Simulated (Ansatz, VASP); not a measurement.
# Al3Ni2: VASP beside Ansatz

```
Al Ni
1.0
     4.00314    0.00000    0.00000
    -2.00157    3.46682    0.00000
     0.00000    0.00000    4.85946
Al Ni
3 2
Direct
  0.00000 0.00000 0.00000
  0.33333 0.66667 0.64778
  0.66667 0.33333 0.35222
  0.33333 0.66667 0.14557
  0.66667 0.33333 0.85443
```

Alike in both runs: functional PBEsol; k mesh 12 × 12 × 8; occupations gaussian, width 0.1 eV; no spin polarisation.

Ansatz relaxed the structure, and its values are those at the end. VASP's run is a single point on that final structure, the one shown.

|  | VASP | Ansatz |
| --- | --- | --- |
| version | VASP 6.6.1 | Ansatz 0.2.0 |
| potentials or method | VASP PAW PBE potentials, release 64 (Al, Ni) | scalar-relativistic, plane waves, PAW |
| plane-wave cutoff (eV) | 520 | 420 |
| valence electrons in the cell | 29 | 45 |

Ansatz gave:

| Quantity | Value |
| --- | --- |
| gap on the k mesh at the Fermi level (eV) | none |
| pressure (GPa) | 0.0 |
| rms of the force components (eV/Å) | 0.000 |

Task: What did VASP give for the same quantities?

Result: gap on the k mesh at the Fermi level (eV): none; pressure (GPa): 0.2; rms of the force components (eV/Å): 0.004.

A gap of «none» marks a metal or a gap that the smearing closes. The functional is the same, so the differences come from potentials, cutoffs and numerics. The two sets of potentials don't hold the same shells in valence.

Caveats: the PAW data sets were made with another functional, which shifts forces and pressure a little (VASP). Spin polarisation is off, so any magnetic state and its effect on volume and gap are missing.
